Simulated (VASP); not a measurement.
# ScAl3 (Pm-3m) in VASP: a series of runs, part 2 of 2

VASP 6.6.1. Earlier steps stand in the parts before.

### Step 4. Relaxation of cell and atoms, RPBE

Contents of INCAR:

```
SYSTEM = ScAl3
ALGO = Normal ; EDIFF = 1E-6
EDIFFG = -0.01 ; ENCUT = 600
GGA = RP ; IBRION = 2
ISIF = 3 ; ISMEAR = 1
LASPH = .TRUE. ; LCHARG = .FALSE.
LREAL = .FALSE. ; LWAVE = .FALSE.
NELM = 80 ; NSW = 90
PREC = Accurate ; SIGMA = 0.1
```

Contents of KPOINTS:

```
k-points
0
G
  10 10 10
  0 0 0
```

Contents of POSCAR:

```
ScAl3
1.0
    4.0878065700      0.0000000000      0.0000000000
    0.0000000000      4.0878065700      0.0000000000
    0.0000000000      0.0000000000      4.0878065700
Sc Al
1 3
Direct
    0.0000000000      0.0000000000      0.0000000000
    0.5000000000      0.0000000000      0.5000000000
    0.0000000000      0.5000000000      0.5000000000
    0.5000000000      0.5000000000      0.0000000000
```

Potentials or basis: VASP PAW PBE potentials, release 64 (Sc_sv, Al).

On the command line:

```
$ cat potpaw_PBE.64/Sc_sv/POTCAR potpaw_PBE.64/Al/POTCAR > POTCAR
$ mpirun -np 1 vasp_std > vasp.out
```

OUTCAR:

```text
SYSTEM = ScAl3
   EDIFF = 1E-6
   EDIFFG = -0.01
   ENCUT = 600
   GGA = RP
   IBRION = 2
   ISIF = 3
   ISMEAR = 1
   LASPH = .TRUE.
   LREAL = .FALSE.
   NELM = 80
   NSW = 90
   PREC = Accurate

 ion  position               nearest neighbor table
   1  0.000  0.000  0.000-   2 2.89   3 2.89   4 2.89   2 2.89   3 2.89   3 2.89   4 2.89   3 2.89
                             2 2.89   4 2.89   2 2.89   4 2.89
   2  0.500  0.000  0.500-   1 2.89   3 2.89   4 2.89   1 2.89   4 2.89   3 2.89   4 2.89   4 2.89
                             1 2.89   3 2.89   1 2.89   3 2.89
   3  0.000  0.500  0.500-   1 2.89   2 2.89   4 2.89   1 2.89   4 2.89   1 2.89   2 2.89   1 2.89
                             2 2.89   4 2.89   4 2.89   2 2.89
   4  0.500  0.500  0.000-   1 2.89   2 2.89   3 2.89   2 2.89   3 2.89   1 2.89   2 2.89   2 2.89
                             1 2.89   3 2.89   3 2.89   1 2.89

  LATTYP: Found a simple cubic cell.
 ALAT       =     4.0878065700

  Lattice vectors:

 A1 = (   4.0878065700,   0.0000000000,   0.0000000000)
 A2 = (   0.0000000000,   4.0878065700,   0.0000000000)
 A3 = (   0.0000000000,   0.0000000000,   4.0878065700)

Analysis of symmetry for initial positions (statically):
=====================================================================
 Subroutine PRICEL returns:
 Original cell was already a primitive cell.

 Routine SETGRP: Setting up the symmetry group for a
 simple cubic supercell.

 Subroutine GETGRP returns: Found 48 space group operations
 (whereof 48 operations were pure point group operations)
 out of a pool of 48 trial point group operations.

The static configuration has the point symmetry O_h .

Analysis of symmetry for dynamics (positions and initial velocities):
=====================================================================
 Subroutine PRICEL returns:
 Original cell was already a primitive cell.

 Routine SETGRP: Setting up the symmetry group for a
[... 153 lines left out ...]

 Free energy of the ion-electron system (eV)
  ---------------------------------------------------
  ext. energy  EPLUGINS =         0.00000000
  ---------------------------------------------------
  free energy    TOTEN  =       -18.17806567 eV

  energy without entropy =      -18.17867009  energy(sigma->0) =      -18.17826714

------------------------ aborting loop because EDIFF is reached ----------------------------------------

  FORCE on cell =-STRESS in cart. coord.  units (eV):
  Direction    XX          YY          ZZ          XY          YZ          ZX
  --------------------------------------------------------------------------------------
  -------------------------------------------------------------------------------------
  Total        1.3444295      1.3444295      1.3444295      0.0000000      0.0000000      0.0000000
  in kB       31.5338951     31.5338951     31.5338951      0.0000000      0.0000000      0.0000000
  external PRESSURE =      31.5338951 kB  Pullay stress =       0.0000000 kB
[... 63 lines left out ...]
--------------------------------------- Ionic step        3  -------------------------------------------

 number of electron      19.9999997 magnetization

 Free energy of the ion-electron system (eV)
  ---------------------------------------------------
  ext. energy  EPLUGINS =         0.00000000
  ---------------------------------------------------
  free energy    TOTEN  =       -18.20148086 eV

  energy without entropy =      -18.20180441  energy(sigma->0) =      -18.20158871

 E-fermi :   7.0757     XC(G=0): -10.2056

 val. band max:        7.0249878906   @ k =   0.3000   0.3000   0.0000
 cond. band min:       7.0938678539   @ k =   0.4000   0.1000   0.1000
 fundamental gap:      0.0688799633
 Fermi energy:         7.0757038576

 k-point     1 :       0.0000    0.0000    0.0000
  band No.  band energies     occupation
      1     -42.1607      2.00000
      2     -20.7839      2.00000
      3     -20.7839      2.00000
      4     -20.7839      2.00000
      5      -2.7916      2.00000
      6       4.4954      2.00000
      7       4.4954      2.00000
      8       5.2472      2.00000
      9       5.2472      2.00000
     10       5.2472      2.00000
     11       8.3075     -0.00000
     12       8.3558     -0.00000
     13       8.3558     -0.00000
     14       8.3558     -0.00000
[... 377 lines left out ...]
      1     -42.1599      2.00000
      2     -20.8010      2.00000
      3     -20.7849      2.00000
      4     -20.7846      2.00000
      5      -1.8326      2.00000
      6       1.5985      2.00000
      7       4.1573      2.00000
      8       4.7522      2.00000
      9       5.9357      2.00000
     10       7.2902     -0.00973
     11       7.7019     -0.00000
     12       8.0091     -0.00000
     13       8.9710     -0.00000
     14       9.5691      0.00000

 [... further k-points ...]

------------------------ aborting loop because EDIFF is reached ----------------------------------------

  FORCE on cell =-STRESS in cart. coord.  units (eV):
  Direction    XX          YY          ZZ          XY          YZ          ZX
  --------------------------------------------------------------------------------------
  -------------------------------------------------------------------------------------
  Total        0.0031775      0.0031775      0.0031775      0.0000000      0.0000000     -0.0000000
  in kB        0.0719447      0.0719447      0.0719447      0.0000000      0.0000000     -0.0000000
  external PRESSURE =       0.0719447 kB  Pullay stress =       0.0000000 kB
[... 19 lines left out ...]
  FREE ENERGIE OF THE ION-ELECTRON SYSTEM (eV)
  ---------------------------------------------------
  free  energy   TOTEN  =       -18.2014808557 eV

  energy  without entropy=      -18.2018044075  energy(sigma->0) =      -18.20158871

 reached required accuracy - stopping structural energy minimisation
```

OSZICAR:

```text
N       E                     dE             d eps       ncg     rms          rms(c)
DAV:   1     0.128181541129E+03    0.12818E+03   -0.91060E+03  1568   0.145E+03
DAV:   2    -0.996898153976E+01   -0.13815E+03   -0.13615E+03  1580   0.376E+02
DAV:   3    -0.189862373630E+02   -0.90173E+01   -0.85057E+01  2476   0.795E+01
[... 24 lines left out ...]
DAV:   2    -0.182031905628E+02    0.19220E-01   -0.12829E-01  2352   0.478E+00    0.222E-01
DAV:   3    -0.182019002981E+02    0.12903E-02   -0.42815E-03  2324   0.543E-01    0.138E-01
DAV:   4    -0.182014756442E+02    0.42465E-03   -0.12293E-03  2008   0.357E-01    0.493E-02
DAV:   5    -0.182014806757E+02   -0.50315E-05   -0.75685E-05  2316   0.943E-02    0.151E-02
DAV:   6    -0.182014808557E+02   -0.18007E-06   -0.87305E-06  2358   0.270E-02
   3 F= -.18201481E+02 E0= -.18201589E+02  d E =-.234152E-01
```

It took 54 s on 1 thread of Intel Xeon 6975P-C (Granite Rapids), shared host; peak memory 0.25 GiB.

What came out:

| Quantity | Value |
| --- | --- |
| Free energy | -18.2015 eV |
| Relaxed volume | 17.69 Å³/atom |
| Relaxed cell | a = 4.136 Å, b = 4.136 Å, c = 4.136 Å, α = 90.00°, β = 90.00°, γ = 90.00° |
| Space group after relaxing (to 0.05 Å) | Pm-3m (No. 221) |
| Energy gained by relaxing | 5.9 meV/atom |
| Ionic steps | 3 |
| Pressure after relaxing | 0.0 GPa |
| Band gap on the k mesh | none (metal or under the smearing width) |

The path:
```csv
step,energy change (eV),largest force (eV/Å),pressure (GPa),volume (Å³)
1,0.0000,0.0000,3.15,68.31
2,-0.0204,0.0000,-1.03,71.68
3,-0.0234,0.0000,0.01,70.76
```

Final structure:
```
Sc Al
1.0
     4.13619    0.00000    0.00000
     0.00000    4.13619    0.00000
     0.00000    0.00000    4.13619
Sc Al
1 3
Direct
  0.00000 0.00000 0.00000
  0.50000 0.00000 0.50000
  0.00000 0.50000 0.50000
  0.50000 0.50000 0.00000
```

Caveat: the PAW data sets were made with another functional, which shifts forces and pressure a little.

### Step 5. Relaxation of cell and atoms, RPBE

This run uses another cell than the first one, of 17.69 Å³/atom, 1.036 times its volume.

Changes to INCAR since step 4:

```diff
@@ -1,4 +1,4 @@
 SYSTEM = ScAl3
-ALGO = Normal ; EDIFF = 1E-6
-EDIFFG = -0.01 ; ENCUT = 600
+ALGO = Normal ; EDIFF = 1E-7
+EDIFFG = -0.005 ; ENCUT = 600
 GGA = RP ; IBRION = 2
```

KPOINTS is that of step 4.

Contents of POSCAR:

```
ScAl3                                   
1.0
    4.1361930505      0.0000000000      0.0000000000
    0.0000000000      4.1361930505     -0.0000000000
    0.0000000000      0.0000000000      4.1361930505
  Sc              Al            
     1     3
Direct
     0.0000000000000000    0.0000000000000000    0.0000000000000000
     0.5000000000000000    0.0000000000000000    0.5000000000000000
     0.0000000000000000    0.5000000000000000    0.5000000000000000
     0.5000000000000000    0.5000000000000000    0.0000000000000000
```

On the command line:

```
$ cat potpaw_PBE.64/Sc_sv/POTCAR potpaw_PBE.64/Al/POTCAR > POTCAR
$ mpirun -np 1 vasp_std > vasp.out
```

It took 21 s on 1 thread of Intel Xeon 6975P-C (Granite Rapids), shared host; peak memory 0.24 GiB.

Results (log left out):

- Free energy: -18.2018 eV
- Pressure after relaxing: 0.0 GPa
- Band gap on the k mesh: none (metal or under the smearing width)

Final structure:
```yaml
crystal:
  lattice:
    - [4.13619, 0.00000, 0.00000]
    - [0.00000, 4.13619, 0.00000]
    - [0.00000, 0.00000, 4.13619]
  atoms:
    - { symbol: Sc, position: [0.00000, 0.00000, 0.00000] }
    - { symbol: Al, position: [0.50000, 0.00000, 0.50000] }
    - { symbol: Al, position: [0.00000, 0.50000, 0.50000] }
    - { symbol: Al, position: [0.50000, 0.50000, 0.00000] }
```

Levels at points of the mesh, in eV from the Fermi level:
```csv
k point,band 7,band 8,band 9,band 10,band 11,band 12,band 13,band 14
"(0.00, 0.00, 0.00)",-2.58,-1.83,-1.83,-1.83,1.23,1.28,1.28,1.28
"(0.50, 0.00, 0.00)",-1.68,-1.68,-1.42,0.73,0.92,0.92,1.31,1.60
"(0.50, 0.50, 0.00)",-5.60,-4.30,-0.52,-0.52,1.16,1.33,2.02,2.44
"(0.50, 0.50, 0.50)",-4.74,-4.39,-2.96,-2.96,-2.96,0.87,2.54,2.54
```

Caveat: the relaxation stopped at its first step, so nothing moved; the PAW data sets were made with another functional, which shifts forces and pressure a little.
